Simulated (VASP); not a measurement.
# MoS2 (R3m) in VASP: further runs, part 2 of 2

VASP 6.6.1. Earlier steps stand in the parts before.

## 3. Single point, PBE0

The input, POSCAR:

```
MoS2
1.0
    1.5800000000      0.9122134253      6.1500000000
   -1.5800000000      0.9122134253      6.1500000000
    0.0000000000     -1.8244268506      6.1500000000
Mo S
1 2
Direct
    0.0000000000      0.0000000000      0.0000000000
    0.4170000000      0.4170000000      0.4170000000
    0.2500000000      0.2500000000      0.2500000000
```

The input, INCAR.step1:

```
SYSTEM = MoS2
ALGO = Normal
EDIFF = 1E-5
ENCUT = 280
GGA = PE
ISIF = 2
ISMEAR = 0
LASPH = .True.
LREAL = .False.
LWAVE = .True.
NBANDS = 21
NELM = 100
NKRED = 1
PREC = Accurate
SIGMA = 0.01
```

The input, INCAR.step2:

```
SYSTEM = MoS2
AEXX = 0.25
ALGO = Normal
EDIFF = 1E-6
ENCUT = 280
GGA = PE
ISIF = 2
ISMEAR = 0
ISTART = 1
LASPH = .True.
LCHARG = .False.
LHFCALC = .True.
LREAL = .False.
LWAVE = .False.
NBANDS = 21
NELM = 100
NKRED = 1
PREC = Accurate
PRECFOCK = Fast
SIGMA = 0.01
```

The input, KPOINTS:

```
k-points
0
Gamma
  4 4 4
  0 0 0
```

Potentials or basis: VASP PAW PBE potentials, release 64 (Mo_sv, S).

Started as:

```sh
cat potpaw_PBE.64/Mo_sv/POTCAR potpaw_PBE.64/S/POTCAR > POTCAR
cp INCAR.step1 INCAR
mpirun -np 1 vasp_std > vasp.out
cp INCAR.step2 INCAR
mpirun -np 1 vasp_std > vasp.out
```

OUTCAR:

```text
SYSTEM = MoS2
   AEXX = 0.25
   EDIFF = 1E-6
   ENCUT = 280
   GGA = PE
   ISIF = 2
   ISMEAR = 0
   ISTART = 1
   LASPH = .True.
   LHFCALC = .True.
   LREAL = .False.
   NELM = 100
   NKRED = 1
   PREC = Accurate
   PRECFOCK = Fast

 Found     13 irreducible k-points:

 Following reciprocal coordinates:
            Coordinates               Weight
  0.000000  0.000000  0.000000      1.000000
  0.250000 -0.000000  0.000000      6.000000
  0.500000 -0.000000  0.000000      3.000000
  0.250000  0.250000  0.000000      6.000000
  0.500000  0.250000  0.000000     12.000000
 -0.250000  0.250000  0.000000      6.000000
   k-points           NKPTS =     13   k-points in BZ     NKDIM =     64   number of bands    NBANDS=     21
   number of dos      NEDOS =    301   number of ions     NIONS =      3
   total plane-waves  NPLWV =  46656
   dimension x,y,z NGX =    36 NGY =   36 NGZ =   36
   dimension x,y,z NGXF=    72 NGYF=   72 NGZF=   72
   ions per type =               1   2
   NGX,Y,Z   is equivalent  to a cutoff of   9.33,  9.33,  9.33 a.u.
   NGXF,Y,Z  is equivalent  to a cutoff of  18.66, 18.66, 18.66 a.u.
 SYSTEM =  MoS2
   PREC   = accura    normal or accurate (medium, high low for compatibility)
   ISTART =      1    job   : 0-new  1-cont  2-samecut
   ICHARG =      0    charge: 1-file 2-atom 10-const
   ISPIN  =      1    spin polarized calculation?
   LNONCOLLINEAR =      F non collinear calculations
   LSORBIT =      F    spin-orbit coupling
   LASPH  =      T    aspherical Exc in radial PAW
   ENCUT  =  280.0 eV  20.58 Ry    4.54 a.u.   8.75  8.75  8.75*2*pi/ulx,y,z
   NELM   =    100;   NELMIN=  2; NELMDL=  0     # of ELM steps
   EDIFF  = 0.1E-05   stopping-criterion for ELM
   LREAL  =      F    real-space projection
   EDIFFG = 0.1E-04   stopping-criterion for IOM
   NSW    =      0    number of steps for IOM
   IBRION =     -1    ionic relax: 0-MD 1-quasi-New 2-CG
   NFREE  =      0    steps in history (QN), initial steepest desc. (CG)
   ISIF   =      2    stress and relaxation
   ISYM   =      3    0-nonsym 1-usesym 2-fastsym
   POTIM  = 0.5000    time-step for ionic-motion
   TEBEG  =    0.0;   TEEND  =   0.0 temperature during run
   PSTRESS=    0.0 pullay stress
   NELECT =      26.0000    total number of electrons
   NUPDOWN=      -1.0000    fix difference up-down
   EMIN   =  10.00;   EMAX   =-10.00  energy-range for DOS
   EFERMI =   0.00;   METHOD = LEGACY
   ISMEAR =     0;   SIGMA  =   0.01  broadening in eV -4-tet -1-fermi 0-gaus
   EFERMI_NEDOS =   21; number of points for ismear=-14 and -15
   IALGO  =     38    algorithm
   IMIX   =      1    mixing-type and parameters
     AMIX     =   0.40;   BMIX     =  1.00
     AMIX_MAG =   1.60;   BMIX_MAG =  1.00
  volume/ion in A,a.u.               =      17.73       119.63
  Fermi-wavevector in a.u.,A,eV,Ry     =   1.289652  2.437089 22.629252  1.663203
  Thomas-Fermi vector in A             =   2.421532
   LORBIT       =      0    0 simple, 1 ext, 2 COOP (PROOUT), +10 PAW based schemes
   GGA     = PE    functional components
   LHFCALC =     T    Hartree Fock is set to
   PRECFOCK=fast      Normal, Fast or Accurate (Low or Medium for compatibility)
   ENCUT4O =  -1.0   cutoff for four orbital integrals eV
   NKREDX  =     1    reduce k-point grid by
   NKREDY  =     1    reduce k-point grid by
   NKREDZ  =     1    reduce k-point grid by
   AEXX    =    0.2500 exact exchange contribution
   HFSCREEN=    0.0000 screening length (either q_TF or 0.3 A-1)
   HFSCREENC=   0.0000 screening length for correlation (either q_TF or 0.3 A-1)
   ENCUTFOCK=  -1.0 apply spherical cutoff to Coloumb kernel
   IVDW    =     0    specifies the selected vdW correction
   LEPSILON=     F    determine dielectric tensor
   LRPA    =     F    only Hartree local field effects (RPA)
 non-spin polarized calculation
 Gauss-broadening in eV      SIGMA  =   0.01
  energy-cutoff  :      280.00
  volume of cell :       53.18
 maximum number of plane-waves:       587
 NGX is ok and might be reduce to    36
  NGX = 20; NGY = 20; NGZ = 20

 number of electron      25.9999989 magnetization

 Free energy of the ion-electron system (eV)
  ---------------------------------------------------
  ext. energy  EPLUGINS =         0.00000000
  ---------------------------------------------------
  free energy    TOTEN  =       -28.48011482 eV

  energy without entropy =      -28.48011482  energy(sigma->0) =      -28.48011482

 E-fermi :   7.0904     XC(G=0):  -8.5383

 val. band max:        6.9231722524   @ k =   0.5000   0.5000   0.5000
 cond. band min:       9.4056634905   @ k =  -0.2500   0.2500   0.0000
 fundamental gap:      2.4824912381
 Fermi energy:         7.0904485631

 k-point     1 :       0.0000    0.0000    0.0000
  band No.  band energies     occupation
      1     -58.7253      2.00000
      2     -31.4799      2.00000
      3     -31.2226      2.00000
      4     -31.2226      2.00000
      5      -9.9271      2.00000
      6      -8.0148      2.00000
[... 13 lines left out ...]
     20      17.0948      0.00000
     21      19.0729      0.00000

 k-point     2 :       0.2500   -0.0000    0.0000
  band No.  band energies     occupation
      1     -58.7001      2.00000
      2     -31.4721      2.00000
      3     -31.4306      2.00000
      4     -31.2798      2.00000
      5      -8.9525      2.00000
      6      -7.7300      2.00000
[... 13 lines left out ...]
     20      17.7297      0.00000
     21      18.5350      0.00000

 k-point     3 :       0.5000   -0.0000    0.0000
  band No.  band energies     occupation
      1     -58.6754      2.00000
      2     -31.7144      2.00000
      3     -31.3800      2.00000
      4     -31.3373      2.00000
      5      -7.6861      2.00000
      6      -7.3882      2.00000
[... 13 lines left out ...]
     20      16.1277      0.00000
     21      18.4796      0.00000

 k-point     4 :       0.2500    0.2500    0.0000
  band No.  band energies     occupation
      1     -58.7000      2.00000
      2     -31.4720      2.00000
      3     -31.4306      2.00000
      4     -31.2798      2.00000
      5      -8.9136      2.00000
      6      -7.7897      2.00000
[... 13 lines left out ...]
     20      17.8021      0.00000
     21      18.4652      0.00000

 k-point     5 :       0.5000    0.2500    0.0000
  band No.  band energies     occupation
      1     -58.6751      2.00000
      2     -31.6226      2.00000
      3     -31.4303      2.00000
      4     -31.3806      2.00000
      5      -7.6826      2.00000
      6      -7.3983      2.00000
[... 13 lines left out ...]
     20      17.3815      0.00000
     21      18.7592      0.00000

 k-point     6 :      -0.2500    0.2500    0.0000
  band No.  band energies     occupation
      1     -58.6752      2.00000
      2     -31.6226      2.00000
      3     -31.4303      2.00000
      4     -31.3806      2.00000
      5      -7.7317      2.00000
      6      -7.3421      2.00000
[... 13 lines left out ...]
     20      17.8622      0.00000
     21      18.7134      0.00000

 [... further k-points ...]

------------------------ aborting loop because EDIFF is reached ----------------------------------------

  FORCE on cell =-STRESS in cart. coord.  units (eV):
  Direction    XX          YY          ZZ          XY          YZ          ZX
  --------------------------------------------------------------------------------------
  -------------------------------------------------------------------------------------
  Total       -0.5778520     -0.5778520      0.1999310      0.0000000     -0.0000000      0.0000000
  in kB      -17.4079352    -17.4079352      6.0229703      0.0000000     -0.0000000      0.0000000
  external PRESSURE =      -9.5976334 kB  Pullay stress =       0.0000000 kB

 VOLUME and BASIS-vectors are now :
 -----------------------------------------------------------------------------
  energy-cutoff  :      280.00
  volume of cell :       53.18
      direct lattice vectors                 reciprocal lattice vectors
     1.580000000  0.912213425  6.150000000     0.316455696  0.182705781  0.054200542
    -1.580000000  0.912213425  6.150000000    -0.316455696  0.182705781  0.054200542
     0.000000000 -1.824426851  6.150000000     0.000000000 -0.365411563  0.054200542

 POSITION                                       TOTAL-FORCE (eV/Angst)
 -----------------------------------------------------------------------------------
      0.00000      0.00000      0.00000         0.000000      0.000000      0.090307
      0.00000      0.00000      7.69365         0.000000      0.000000     -0.130324
      0.00000      0.00000      4.61250         0.000000     -0.000000      0.040017
 -----------------------------------------------------------------------------------
    total drift:                                0.000001     -0.000001     -0.000052

  FREE ENERGIE OF THE ION-ELECTRON SYSTEM (eV)
  ---------------------------------------------------
  free  energy   TOTEN  =       -28.4801148188 eV

  energy  without entropy=      -28.4801148188  energy(sigma->0) =      -28.48011482
```

It took 7.4 min on 1 thread of Intel Xeon 6975P-C (Granite Rapids), shared host; peak memory 0.2 GiB.

The run converged, but some of its settings lie outside the range that counts as converged, so its numbers aren't taken as properties of the crystal.

Results:

| Property | Result |
| --- | --- |
| Free energy | -28.4801 eV |
| Largest force | 0.130 eV/Å |
| Band gap on the k mesh | 2.48 eV, indirect (least direct gap 3.59 eV) |

Caveat: the k mesh is coarse (spacing up to 0.58 Å⁻¹), so the values aren't converged, least of all with exact exchange; the cutoff is under 1.25 times the usual one of these potentials, so pressure, stress and relaxed cells hold a basis-set (Pulay) error; the PAW data sets were made with another functional, which shifts forces and pressure a little.

## 4. Single point, PBE0

POSCAR is that of step 3.

Edit INCAR.step1 of step 3 so:

```diff
@@ -3,3 +3,3 @@
 EDIFF = 1E-5
-ENCUT = 280
+ENCUT = 400
 GGA = PE
```

Edit INCAR.step2 of step 3 so:

```diff
@@ -4,3 +4,3 @@
 EDIFF = 1E-6
-ENCUT = 280
+ENCUT = 400
 GGA = PE
```

The input, KPOINTS:

```
k-points
0
Gamma
  3 3 3
  0 0 0
```

Started as:

```sh
cat potpaw_PBE.64/Mo_sv/POTCAR potpaw_PBE.64/S/POTCAR > POTCAR
cp INCAR.step1 INCAR
mpirun -np 1 vasp_std > vasp.out
cp INCAR.step2 INCAR
mpirun -np 1 vasp_std > vasp.out
```

Run time: 2.3 min. Hardware: 1 thread of Intel Xeon 6975P-C (Granite Rapids), shared host; peak memory 0.24 GiB.

The run converged, but some of its settings lie outside the range that counts as converged, so its numbers aren't taken as properties of the crystal.

Results:

```yaml
Free_energy: -28.5258 eV
Pressure: -0.4 GPa
Largest_force: 0.313 eV/Å
Band_gap_on_the_k_mesh: 2.49 eV, indirect (least direct gap 3.15 eV)
```

Caveat: the k mesh is coarse (spacing up to 0.77 Å⁻¹), so the values aren't converged, least of all with exact exchange; the PAW data sets were made with another functional, which shifts forces and pressure a little; an odd mesh through Γ misses points on the zone boundary, where band edges often lie.

## 5. Single point, PBE0

POSCAR is that of step 4.

Edit INCAR.step1 of step 4 so:

```diff
@@ -3,3 +3,3 @@
 EDIFF = 1E-5
-ENCUT = 400
+ENCUT = 520
 GGA = PE
```

Edit INCAR.step2 of step 4 so:

```diff
@@ -4,3 +4,3 @@
 EDIFF = 1E-6
-ENCUT = 400
+ENCUT = 520
 GGA = PE
```

KPOINTS is that of step 4.

Started as:

```sh
cat potpaw_PBE.64/Mo_sv/POTCAR potpaw_PBE.64/S/POTCAR > POTCAR
cp INCAR.step1 INCAR
mpirun -np 1 vasp_std > vasp.out
cp INCAR.step2 INCAR
mpirun -np 1 vasp_std > vasp.out
```

It took 4.6 min on 1 thread of Intel Xeon 6975P-C (Granite Rapids), shared host; peak memory 0.31 GiB.

These settings aren't checked as converged: the numbers below hold their error.

What came out:

| Quantity | Value |
| --- | --- |
| Free energy | -28.5280 eV |
| Pressure | -0.1 GPa |
| Largest force | 0.316 eV/Å |
| Band gap on the k mesh | 2.49 eV, indirect (least direct gap 3.15 eV) |

Caveat: the k mesh is coarse (spacing up to 0.77 Å⁻¹), so the values aren't converged, least of all with exact exchange; the PAW data sets were made with another functional, which shifts forces and pressure a little; an odd mesh through Γ misses points on the zone boundary, where band edges often lie.

## 6. Single point, PBE0

POSCAR is that of step 5.

Edit INCAR.step1 of step 5 so:

```diff
@@ -3,3 +3,3 @@
 EDIFF = 1E-5
-ENCUT = 520
+ENCUT = 400
 GGA = PE
@@ -12,3 +12,3 @@
 NELM = 100
-NKRED = 1
+NKRED = 2
 PREC = Accurate
```

Edit INCAR.step2 of step 5 so:

```diff
@@ -4,3 +4,3 @@
 EDIFF = 1E-6
-ENCUT = 520
+ENCUT = 400
 GGA = PE
@@ -16,3 +16,3 @@
 NELM = 100
-NKRED = 1
+NKRED = 2
 PREC = Accurate
```

The input, KPOINTS:

```
k-points
0
Gamma
  4 4 4
  0 0 0
```

Potentials or basis: VASP PAW PBE potentials, release 64 (Mo_sv, S).

Started as:

```sh
cat potpaw_PBE.64/Mo_sv/POTCAR potpaw_PBE.64/S/POTCAR > POTCAR
cp INCAR.step1 INCAR
mpirun -np 1 vasp_std > vasp.out
cp INCAR.step2 INCAR
mpirun -np 1 vasp_std > vasp.out
```

It took 1.8 min on 1 thread of Intel Xeon 6975P-C (Granite Rapids), shared host; peak memory 0.25 GiB.

The run converged, but some of its settings lie outside the range that counts as converged, so its numbers aren't taken as properties of the crystal.

What came out:

```yaml
Free_energy: -29.0119 eV
Pressure: -1.3 GPa
Largest_force: 0.197 eV/Å
Band_gap_on_the_k_mesh: 2.88 eV, indirect (least direct gap 3.99 eV)
```

Caveat: the k mesh is coarse (spacing up to 0.58 Å⁻¹), so the values aren't converged, least of all with exact exchange; the PAW data sets were made with another functional, which shifts forces and pressure a little.
